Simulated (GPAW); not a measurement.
Crystal: MnS.

```
Mn S
1.0
     0.00000    2.47346    2.47346
     2.47346    0.00000    2.47346
     2.47346    2.47346    0.00000
Mn S
1 1
Direct
  0.00000 0.00000 0.00000
  0.75000 0.75000 0.75000
```

The cell is a database's computed one.

Base run:

- Program: GPAW 26.7.0
- Functional: PBEsol
- Potentials or basis: PAW data sets generated in the run's folder for this functional
- Cutoff: 600 eV
- Basis: pw
- k mesh: 9 × 9 × 9
- Occupations: fermi-dirac, width 0.05 eV
- Spin: collinear spin, ferromagnetic start
- Starting moments: [4.0, 0.0] μB
- Hubbard terms: Mn d U = 3 eV

Its results: pressure 43.8 GPa; net moment 4.24 μB per cell; site moments Mn +3.88; S +0.02 μB.

Task: After a change of settings the same cell gave: pressure 68.7 GPa; net moment 4.92 μB per cell; site moments Mn +4.48; S +0.04 μB. Which change was it?
A. hubbard terms from Mn d U = 3 eV to none
B. hubbard terms from Mn d U = 3 eV to Mn d U = 8 eV
C. hubbard terms from Mn d U = 3 eV to Mn d U = 2 eV

Result: B.

Caveats: a pressure of tens of GPa on the cell as given is suspect, and the run, the potentials or the cell itself is likely at fault; a cell with one magnetic atom can't hold antiferromagnetic order, which such compounds often take.
